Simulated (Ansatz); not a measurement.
# BaTe: the cost of one run

Method: DFT PBE, scalar-relativistic, plane waves, PAW, unless a step names another level, in Ansatz 0.2.0.

1 further run of the same task is left out (set aside as unsound or not needed).

### 1 The starting structure

It takes space group P-6m2 (No. 187, hexagonal). The conventional cell has a = 4.808 Å, b = 4.808 Å, c = 4.410 Å, α = 90.00°, β = 90.00°, γ = 120.00°. Around Ba (site symmetry -6m2) lie 6 Te at 3.55 Å. Te (site symmetry -6m2) has 6 Ba at 3.55 Å as nearest neighbours.

Coordinates:

```xyz
2
Lattice="4.8079 0.0000 0.0000 -2.4039 4.1638 0.0000 0.0000 0.0000 4.4100" Properties=species:S:1:pos:R:3 pbc="T T T"
Ba    0.0000    2.7758    0.0000
Te    2.4039    1.3879    2.2050
```

The cell was relaxed beforehand at this level, from a generated guess; it is a trial structure. At a tolerance of 0.02 Å it has space group P-6m2 (No. 187); it has 44.14 Å³/atom, an uncorrected energy of -1.70 eV/atom over the elements and, on its mesh, gap 1.52 eV.

### 2 Seeking the band edges over the whole zone

File input.yaml:

```yaml
crystal:
  lattice:
    - [4.8078987603, 0.0, 0.0]
    - [-2.4039493801, 4.1637624653, 0.0]
    - [0.0, 0.0, 4.4099628075]
  atoms:
    - { symbol: Ba, position: [0.3333333333, 0.6666666667, 0.0] }
    - { symbol: Te, position: [0.6666666667, 0.3333333333, 0.5] }
basis:
  ecutwfc: 420
kpoints:
  mp_grid: { grid: [6, 6, 6] }
  band_path: { path: [VBM, CBM], npoints: 2 }
hamiltonian:
  xc: pbe
scf:
  occupations: { method: gaussian, width: 0.02 }
output:
  forces: false
  stress: false
  eigenvalues: true
checkpoint:
  read: start.run
  write: ck
  compress: false
  write_wavefunctions: false
  write_every: 100000
```

Started as:

```sh
ansatz run input.yaml --threads 1 --pin off --max-ram 2560MiB --backend cpu --events-out ev --progress --plain --runs-dir out
```

Q: Estimate wall time and peak memory on 1 thread of Intel Xeon 6975P-C (Granite Rapids), shared host.

About 4.7 s, with a peak of 0.41 GiB.
